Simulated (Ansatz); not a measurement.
# Si on Al(100): change of the work function, part 2 of 4

Wanted: Δφ(θ) for Si/Al(100), starting from the hollow site.

Ansatz 0.2.0; plane-wave DFT, PBE, Ansatz PAW.

So far, work function, upper face (eV): step 2 (the clean slab) 4.29.

**3. The covered slab, k-mesh 4×4×1, coverage 0.111 ML**

System of this step: Si/Al(100). The cell holds 37 atoms: 36 Al and 1 Si. Cell: a = 8.591 Å, b = 8.591 Å, c = 25.355 Å, α = 90.0°, β = 90.0°, γ = 90.0°. Vacuum lies along c.

The clean slab as it ended is repeated in the plane and the adsorbate is set on one face; the cell's size fixes the coverage, and the k-mesh shrinks with it to keep the sampling density about even. Adsorbate and upper layers relax, since the dipole depends on the height.

input.yaml reads:

```yaml
crystal:
  lattice:
    - [8.5913473914, 0.0, 0.0]
    - [0.0, 8.5913473914, 0.0]
    - [0.0, 0.0, 25.3545757564]
  atoms:
    - { symbol: Al, position: [0.1666666667, 0.1666666667, 0.3549655134] }
    - { symbol: Al, position: [0.0, 0.0, 0.4348327539] }
    - { symbol: Al, position: [0.1666666667, 0.1666666667, 0.5140820504] }
    - { symbol: Al, position: [0.0, 0.0, 0.5949967492] }
    - { symbol: Al, position: [0.1666666667, 0.5, 0.3549655134] }
    - { symbol: Al, position: [0.0, 0.3333333333, 0.4348327539] }
    - { symbol: Al, position: [0.1666666667, 0.5, 0.5140820504] }
    - { symbol: Al, position: [0.0, 0.3333333333, 0.5949967492] }
    - { symbol: Al, position: [0.1666666667, 0.8333333333, 0.3549655134] }
    - { symbol: Al, position: [0.0, 0.6666666667, 0.4348327539] }
    - { symbol: Al, position: [0.1666666667, 0.8333333333, 0.5140820504] }
    - { symbol: Al, position: [0.0, 0.6666666667, 0.5949967492] }
    - { symbol: Al, position: [0.5, 0.1666666667, 0.3549655134] }
    - { symbol: Al, position: [0.3333333333, 0.0, 0.4348327539] }
    - { symbol: Al, position: [0.5, 0.1666666667, 0.5140820504] }
    - { symbol: Al, position: [0.3333333333, 0.0, 0.5949967492] }
    - { symbol: Al, position: [0.5, 0.5, 0.3549655134] }
    - { symbol: Al, position: [0.3333333333, 0.3333333333, 0.4348327539] }
    - { symbol: Al, position: [0.5, 0.5, 0.5140820504] }
    - { symbol: Al, position: [0.3333333333, 0.3333333333, 0.5949967492] }
    - { symbol: Al, position: [0.5, 0.8333333333, 0.3549655134] }
    - { symbol: Al, position: [0.3333333333, 0.6666666667, 0.4348327539] }
    - { symbol: Al, position: [0.5, 0.8333333333, 0.5140820504] }
    - { symbol: Al, position: [0.3333333333, 0.6666666667, 0.5949967492] }
    - { symbol: Al, position: [0.8333333333, 0.1666666667, 0.3549655134] }
    - { symbol: Al, position: [0.6666666667, 0.0, 0.4348327539] }
    - { symbol: Al, position: [0.8333333333, 0.1666666667, 0.5140820504] }
    - { symbol: Al, position: [0.6666666667, 0.0, 0.5949967492] }
    - { symbol: Al, position: [0.8333333333, 0.5, 0.3549655134] }
    - { symbol: Al, position: [0.6666666667, 0.3333333333, 0.4348327539] }
    - { symbol: Al, position: [0.8333333333, 0.5, 0.5140820504] }
    - { symbol: Al, position: [0.6666666667, 0.3333333333, 0.5949967492] }
    - { symbol: Al, position: [0.8333333333, 0.8333333333, 0.3549655134] }
    - { symbol: Al, position: [0.6666666667, 0.6666666667, 0.4348327539] }
    - { symbol: Al, position: [0.8333333333, 0.8333333333, 0.5140820504] }
    - { symbol: Al, position: [0.6666666667, 0.6666666667, 0.5949967492] }
    - { symbol: Si, position: [0.1666666667, 0.1666666667, 0.6450344866] }
kpoints:
  mp_grid: { grid: [4, 4, 1] }
hamiltonian:
  xc: pbe
scf:
  occupations: { method: fermi_dirac, width: 0.1 }
  convergence: { dr2_threshold: 1.0e-08 }
efield:
  axis: 3
  dipole_correction: true
  ramp_position: 0.97
  ramp_width: 0.06
relax:
  f_tol: 0.02
  max_steps: 60
  constraints:
    - { sites: [0, 1, 4, 5, 8, 9, 12, 13, 16, 17, 20, 21, 24, 25, 28, 29, 32, 33] }
output:
  write_potential: true
  write_density: true
  volumetric_format: npy
```

Started as:

```
> ansatz run input.yaml --threads 2 --pin off --max-ram 4096MiB --backend cpu --events-out ev --progress --plain --runs-dir out
```

Numbers of over 12 decimals in the logs are rounded to 6 here.

The log of the run:

```text
[...]
Crystal: 37 atoms, lattice volume = 1871.453 Å³
Basis set: ecut = 420 eV, 36613 PW (Γ), exchange–correlation on 120×120×360 points (8 copies of the dense FFT grid, shifted against one another)
Bands: 93, of which v1, the nominal top of the filled ones, is band 56 counted from 1 (55 counted from 0)
Symmetry: 8 space group operations
[...]
k-points: 6 of 16
[...]
SCF iter   1: F=—  HF=-19976.820154 eV  |F-HF|=—  |Δ(HF+E_count)|=         —  Δρ=1.78e-3  dr2=1.25e0  ethr=1.77e-3  p=-0.136 e·Å  D=-1.32e-2 V/Å  ΔV_dip=0.33 eV  dr2_dipole=3.58e-1  V_vac-E_F(+/−)=4.51/4.17 eV  ⟨swp⟩=10.3  Hψ=3380  notcnv=0  defer=6
[...]
SCF iter   8: F=-19976.758351 eV  HF=-19976.758351 eV  |F-HF|=2.35e-8  |Δ(HF+E_count)|=   7.48e-8  Δρ=3.12e-7  dr2=4.80e-9  ethr=8.93e-12  p=-0.051 e·Å  D=-4.92e-3 V/Å  ΔV_dip=0.12 eV  dr2_dipole=1.51e-10  V_vac-E_F(+/−)=4.49/4.36 eV  ⟨swp⟩=10.8  Hψ=3931  notcnv=0
SCF 1 converged in 8 iterations: F = -19976.758351 eV  dr2 = 4.80e-9
[...]
relax step   1: F+E_penalty+E_count = -19976.75835080 eV  Δ(F+E_penalty+E_count) = +0.000e0 eV  max|allowed force component| = 2.229e0 eV/Å  Δτ_max = 0.0000 Å  (8 SCF iters, accepted)
[...]
SCF iter   8: F=-19977.083983 eV  HF=-19977.083983 eV  |F-HF|=1.31e-8  |Δ(HF+E_count)|=   7.06e-8  Δρ=1.97e-7  dr2=1.54e-9  ethr=8.93e-12  p=-0.067 e·Å  D=-6.49e-3 V/Å  ΔV_dip=0.16 eV  dr2_dipole=8.63e-12  V_vac-E_F(+/−)=4.52/4.35 eV  ⟨swp⟩=11.2  Hψ=3835  notcnv=0
SCF 2 converged in 8 iterations: F = -19977.083983 eV  dr2 = 1.54e-9
[...]
relax step   2: F+E_penalty+E_count = -19977.08398317 eV  Δ(F+E_penalty+E_count) = -3.256e-1 eV  max|allowed force component| = 9.471e-1 eV/Å  Δτ_max = 0.1617 Å  (8 SCF iters, accepted)
SCF iter   1: F=—  HF=-19977.177037 eV  |F-HF|=—  |Δ(HF+E_count)|=         —  Δρ=9.07e-4  dr2=5.04e-2  ethr=8.16e-4  p=-0.067 e·Å  D=-6.49e-3 V/Å  ΔV_dip=0.16 eV  dr2_dipole=2.93e-3  V_vac-E_F(+/−)=4.52/4.35 eV  ⟨swp⟩=3.5  Hψ=1354  notcnv=0  defer=18
[...]
SCF iter   8: F=-19977.168452 eV  HF=-19977.168452 eV  |F-HF|=1.23e-8  |Δ(HF+E_count)|=   5.73e-8  Δρ=2.24e-7  dr2=2.05e-9  ethr=8.93e-12  p=-0.084 e·Å  D=-8.14e-3 V/Å  ΔV_dip=0.21 eV  dr2_dipole=7.53e-13  V_vac-E_F(+/−)=4.56/4.36 eV  ⟨swp⟩=10.5  Hψ=3705  notcnv=0
SCF 3 converged in 8 iterations: F = -19977.168452 eV  dr2 = 2.05e-9
[...]
relax step   3: F+E_penalty+E_count = -19977.16845174 eV  Δ(F+E_penalty+E_count) = -8.447e-2 eV  max|allowed force component| = 1.239e-1 eV/Å  Δτ_max = 0.1677 Å  (8 SCF iters, accepted)
[...]
relax step   4: F+E_penalty+E_count = -19977.17687748 eV  Δ(F+E_penalty+E_count) = -8.426e-3 eV  max|allowed force component| = 8.430e-2 eV/Å  Δτ_max = 0.0720 Å  (7 SCF iters, accepted)
SCF iter   1: F=—  HF=-19977.178114 eV  |F-HF|=—  |Δ(HF+E_count)|=         —  Δρ=2.16e-4  dr2=3.84e-3  ethr=2.05e-5  p=-0.096 e·Å  D=-9.29e-3 V/Å  ΔV_dip=0.24 eV  dr2_dipole=1.91e-4  V_vac-E_F(+/−)=4.59/4.36 eV  ⟨swp⟩=2.0  Hψ=1221  notcnv=0  defer=24
[...]
SCF iter   6: F=-19977.179253 eV  HF=-19977.179253 eV  |F-HF|=1.59e-8  |Δ(HF+E_count)|=   9.85e-8  Δρ=2.63e-7  dr2=3.90e-9  ethr=8.93e-12  p=-0.095 e·Å  D=-9.14e-3 V/Å  ΔV_dip=0.23 eV  dr2_dipole=2.19e-10  V_vac-E_F(+/−)=4.59/4.36 eV  ⟨swp⟩=10.8  Hψ=3783  notcnv=0
SCF 5 converged in 6 iterations: F = -19977.179253 eV  dr2 = 3.90e-9
[...]
relax step   5: F+E_penalty+E_count = -19977.17925253 eV  Δ(F+E_penalty+E_count) = -2.375e-3 eV  max|allowed force component| = 1.331e-2 eV/Å  Δτ_max = 0.0190 Å  (6 SCF iters, accepted)
NSCF: frozen V_eff on 6 k-points
the band table was solved once a step of the walk had ended and its energy, with any forces and stress, was formed, with the checks that follow a solve (3834 applications of the Hamiltonian). They found nothing against the state; the energy, forces and stress were not computed again (output.eigenvalues in the input reference)
SCF converged after 6 iterations
Free energy (F): -19977.179253 eV
[...]
Internal energy: -19976.659920 eV  (E = F + TS)
E sigma→0 (E₀):  -19976.919586 eV
Entropy (-TS):   -0.519332 eV (-14.036 meV/atom)
Fermi energy:    -0.371473 eV
Dipole field:    D = -0.009149 V/Å  (p = -0.094620 e·Å, saw-weighted, corrected)
Work function:   Φ+ = 4.5911 eV   Φ− = 4.3591 eV
[...]
--- Forces (eV/Å), atoms counted from 1 ---
  atom   1  Al    -0.00000000     0.00000000    -0.09140494
  atom   2  Al    -0.04068733    -0.04068733     0.09901677
  atom   3  Al    -0.00000000     0.00000000    -0.00256054
  atom   4  Al     0.00221057     0.00221057     0.00726834
  atom   5  Al     0.00000000     0.01826514    -0.10019430
  atom   6  Al    -0.04068733     0.04068733     0.09901677
  atom   7  Al     0.00000000    -0.00174851    -0.00082247
  atom   8  Al     0.00221057    -0.00221057     0.00726834
  atom   9  Al     0.00000000    -0.01826514    -0.10019430
  atom  10  Al     0.06787683     0.00000000     0.06791029
  atom  11  Al     0.00000000     0.00174851    -0.00082247
  atom  12  Al     0.00251467     0.00000000    -0.00335322
  atom  13  Al     0.01826514     0.00000000    -0.10019430
  atom  14  Al     0.04068733    -0.04068733     0.09901677
  atom  15  Al    -0.00174851     0.00000000    -0.00082247
  atom  16  Al    -0.00221057     0.00221057     0.00726834
  atom  17  Al    -0.03521649    -0.03521649    -0.06810389
  atom  18  Al     0.04068733     0.04068733     0.09901677
  atom  19  Al     0.00095597     0.00095597     0.00096833
  atom  20  Al    -0.00221057    -0.00221057     0.00726834
  atom  21  Al    -0.03521649     0.03521649    -0.06810389
  atom  22  Al    -0.06787683     0.00000000     0.06791029
  atom  23  Al     0.00095597    -0.00095597     0.00096833
  atom  24  Al    -0.00251467     0.00000000    -0.00335322
  atom  25  Al    -0.01826514     0.00000000    -0.10019430
  atom  26  Al     0.00000000     0.06787683     0.06791029
  atom  27  Al     0.00174851     0.00000000    -0.00082247
  atom  28  Al     0.00000000     0.00251467    -0.00335322
  atom  29  Al     0.03521649    -0.03521649    -0.06810389
  atom  30  Al     0.00000000    -0.06787683     0.06791029
  atom  31  Al    -0.00095597     0.00095597     0.00096833
  atom  32  Al     0.00000000    -0.00251467    -0.00335322
  atom  33  Al     0.03521649     0.03521649    -0.06810389
  atom  34  Al     0.00000000     0.00000000     0.09526034
  atom  35  Al    -0.00095597    -0.00095597     0.00096833
  atom  36  Al     0.00000000     0.00000000     0.00125471
  atom  37  Si     0.00000000     0.00000000    -0.01331059
  max |Σ_I F_I| component: 1.68e-6 eV/Å
--- Band table (eV; the first three rows and the last of 6) ---
  k-point 0: bands = [... 52 lower, -0.6058, -0.5945, -0.5748, -0.5748, -0.4282, -0.4214, -0.4150, -0.3704, ... 33 higher]
  k-point 1: bands = [... 52 lower, -0.8888, -0.6980, -0.5756, -0.2807, -0.0605, 0.0071, 0.0209, 0.1102, ... 33 higher]
  k-point 2: bands = [... 52 lower, -1.2681, -0.7247, -0.5913, -0.4380, -0.0443, -0.0205, -0.0166, 0.4626, ... 33 higher]
  k-point 5: bands = [... 52 lower, -0.7084, -0.3945, -0.0903, 0.0083, 0.0729, 0.0921, 0.1410, 0.1410, ... 33 higher]
--- Relaxed structure (5 steps of the walk, 5 accepted, 0 SCFs on fresh bases) ---
  F+E_penalty+E_count = -19977.17925253 eV   max|allowed force component| = 1.331e-2 eV/Å
  atoms:
    - { symbol: Al, position: [0.166667, 0.166667, 0.3549655134] }
    - { symbol: Al, position: [1.6666659794015235e-11, 1.6666659794015235e-11, 0.4348327539] }
    - { symbol: Al, position: [0.166667, 0.166667, 0.516329] }
    - { symbol: Al, position: [-0.0019404, -0.0019404, 0.597530] }
    - { symbol: Al, position: [0.166667, 0.500000, 0.3549655134] }
    - { symbol: Al, position: [1.6666659794015235e-11, 0.333333, 0.4348327539] }
    - { symbol: Al, position: [0.166667, 0.497455, 0.516157] }
    - { symbol: Al, position: [-0.0019404, 0.335274, 0.597530] }
    - { symbol: Al, position: [0.166667, 0.833333, 0.3549655134] }
    - { symbol: Al, position: [1.6666659794015235e-11, 0.666667, 0.4348327539] }
    - { symbol: Al, position: [0.166667, 0.835878, 0.516157] }
    - { symbol: Al, position: [-0.000946146, 0.666667, 0.595525] }
    - { symbol: Al, position: [0.500000, 0.166667, 0.3549655134] }
    - { symbol: Al, position: [0.333333, 1.6666659794015235e-11, 0.4348327539] }
    - { symbol: Al, position: [0.497455, 0.166667, 0.516157] }
    - { symbol: Al, position: [0.335274, -0.0019404, 0.597530] }
    - { symbol: Al, position: [0.500000, 0.500000, 0.3549655134] }
    - { symbol: Al, position: [0.333333, 0.333333, 0.4348327539] }
    - { symbol: Al, position: [0.500254, 0.500254, 0.513977] }
    - { symbol: Al, position: [0.335274, 0.335274, 0.597530] }
    - { symbol: Al, position: [0.500000, 0.833333, 0.3549655134] }
    - { symbol: Al, position: [0.333333, 0.666667, 0.4348327539] }
    - { symbol: Al, position: [0.500254, 0.833079, 0.513977] }
    - { symbol: Al, position: [0.334279, 0.666667, 0.595525] }
    - { symbol: Al, position: [0.833333, 0.166667, 0.3549655134] }
    - { symbol: Al, position: [0.666667, 1.6666659794015235e-11, 0.4348327539] }
    - { symbol: Al, position: [0.835878, 0.166667, 0.516157] }
    - { symbol: Al, position: [0.666667, -0.000946146, 0.595525] }
    - { symbol: Al, position: [0.833333, 0.500000, 0.3549655134] }
    - { symbol: Al, position: [0.666667, 0.333333, 0.4348327539] }
    - { symbol: Al, position: [0.833079, 0.500254, 0.513977] }
    - { symbol: Al, position: [0.666667, 0.334279, 0.595525] }
    - { symbol: Al, position: [0.833333, 0.833333, 0.3549655134] }
    - { symbol: Al, position: [0.666667, 0.666667, 0.4348327539] }
    - { symbol: Al, position: [0.833079, 0.833079, 0.513977] }
    - { symbol: Al, position: [0.666667, 0.666667, 0.594473] }
    - { symbol: Si, position: [0.166667, 0.166667, 0.660547] }
```

It took 7.1 min on 2 threads of Arm Neoverse N1, shared host; peak memory 2.3 GiB.

The steps of the relaxation:

```tsv
step	energy less that of the first step (eV)	largest force component (eV/Å)
1	0.0000	2.2286
2	-0.3256	0.9471
3	-0.4101	0.1239
4	-0.4185	0.0843
5	-0.4209	0.0133
```

The run keeps the 8 symmetry operations that it works with, so distortions that break them were not tested.

The atoms that moved most (Å):

```tsv
atom	dx	dy	dz	length
Si37	0.000	0.000	0.393	0.393
Al4	-0.017	-0.017	0.064	0.068
Al16	0.017	-0.017	0.064	0.068
Al8	-0.017	0.017	0.064	0.068
Al20	0.017	0.017	0.064	0.068
Al27	0.022	0.000	0.053	0.057
Al11	0.000	0.022	0.053	0.057
Al7	0.000	-0.022	0.053	0.057
```

Final coordinates:

```cif
data_structure
_symmetry_space_group_name_H-M 'P 1'
_symmetry_Int_Tables_number 1
_cell_length_a 8.5913
_cell_length_b 8.5913
_cell_length_c 25.3546
_cell_angle_alpha 90.000
_cell_angle_beta 90.000
_cell_angle_gamma 90.000
_cell_volume 1871.45
loop_
_atom_site_label
_atom_site_type_symbol
_atom_site_fract_x
_atom_site_fract_y
_atom_site_fract_z
_atom_site_occupancy
Al1 Al 0.16667 0.16667 0.35497 1
Al2 Al 0.00000 0.00000 0.43483 1
Al3 Al 0.16667 0.16667 0.51633 1
Al4 Al 0.99806 0.99806 0.59753 1
Al5 Al 0.16667 0.50000 0.35497 1
Al6 Al 0.00000 0.33333 0.43483 1
Al7 Al 0.16667 0.49746 0.51616 1
Al8 Al 0.99806 0.33527 0.59753 1
Al9 Al 0.16667 0.83333 0.35497 1
Al10 Al 0.00000 0.66667 0.43483 1
Al11 Al 0.16667 0.83588 0.51616 1
Al12 Al 0.99905 0.66667 0.59553 1
Al13 Al 0.50000 0.16667 0.35497 1
Al14 Al 0.33333 0.00000 0.43483 1
Al15 Al 0.49746 0.16667 0.51616 1
Al16 Al 0.33527 0.99806 0.59753 1
Al17 Al 0.50000 0.50000 0.35497 1
Al18 Al 0.33333 0.33333 0.43483 1
Al19 Al 0.50025 0.50025 0.51398 1
Al20 Al 0.33527 0.33527 0.59753 1
Al21 Al 0.50000 0.83333 0.35497 1
Al22 Al 0.33333 0.66667 0.43483 1
Al23 Al 0.50025 0.83308 0.51398 1
Al24 Al 0.33428 0.66667 0.59553 1
Al25 Al 0.83333 0.16667 0.35497 1
Al26 Al 0.66667 0.00000 0.43483 1
Al27 Al 0.83588 0.16667 0.51616 1
Al28 Al 0.66667 0.99905 0.59553 1
Al29 Al 0.83333 0.50000 0.35497 1
Al30 Al 0.66667 0.33333 0.43483 1
Al31 Al 0.83308 0.50025 0.51398 1
Al32 Al 0.66667 0.33428 0.59553 1
Al33 Al 0.83333 0.83333 0.35497 1
Al34 Al 0.66667 0.66667 0.43483 1
Al35 Al 0.83308 0.83308 0.51398 1
Al36 Al 0.66667 0.66667 0.59447 1
Si37 Si 0.16667 0.16667 0.66055 1
```

This step gave:

- energy at zero smearing: -19976.9196 eV
- work function, upper face: 4.591 eV
- work function, lower face: 4.359 eV
- dipole along the normal: -0.09462 e·Å
- step between the vacuum levels: 0.2320 eV

Running mean over 2.025 Å of the planar mean; the ramp of the sawtooth is left out. Electron's electrostatic potential energy less the Fermi level against z:

z (Å), electron's electrostatic potential energy less the Fermi level (eV) and a bar from the least value:
```
      3.5       4.36 #############################
      4.0       4.36 #############################
      4.5       4.36 #############################
      5.0       4.35 #############################
      5.5       4.34 #############################
      6.0       4.29 #############################
      6.5       4.12 ############################
      7.0       3.55 ###########################
      7.5       1.93 #####################
      8.0      -0.47 #############
      8.5      -2.77 ######
      9.0      -4.14 #
      9.5      -4.47 
     10.0      -4.52 
     10.5      -4.54 
     11.0      -4.53 
     11.5      -4.49 
     12.0      -4.47 
     12.5      -4.47 
     13.0      -4.48 
     13.5      -4.43 
     14.0      -4.40 
     14.5      -4.39 
     15.0      -4.32 #
     15.5      -3.59 ###
     16.0      -1.82 #########
     16.5       0.36 ################
     17.0       2.29 ######################
     17.5       3.32 ##########################
     18.0       4.02 ############################
     18.5       4.41 #############################
     19.0       4.54 ##############################
     19.5       4.58 ##############################
     20.0       4.59 ##############################
     20.5       4.59 ##############################
     21.0       4.59 ##############################
     21.5       4.59 ##############################
     22.0       4.59 ##############################
```

The relaxation took 5 steps and lowered the energy by 0.42 eV; the largest force on the free atoms ends at 0.013 eV/Å.

The covered face has 4.59 eV, +0.30 eV against the clean one; the bare back face has moved by +0.06 eV, a measure of how thin the slab is.

(Continued in part 3 of 4.)

[Logs are printed without paths, hosts, clocks, repeated set-up lines and the standing remarks that a program may print on its own settings, such as how far it seeks lower states.]

[Hosts, paths, dates, database ids (printed as entryN), source tags and the programs' standing remarks are cut or masked in the printed files.]

[Maps of the electrostatic potential energy from Ansatz leave out the sawtooth potential of an applied field or a dipole correction, so their vacuum need not be flat; planar profiles and work functions include it.]
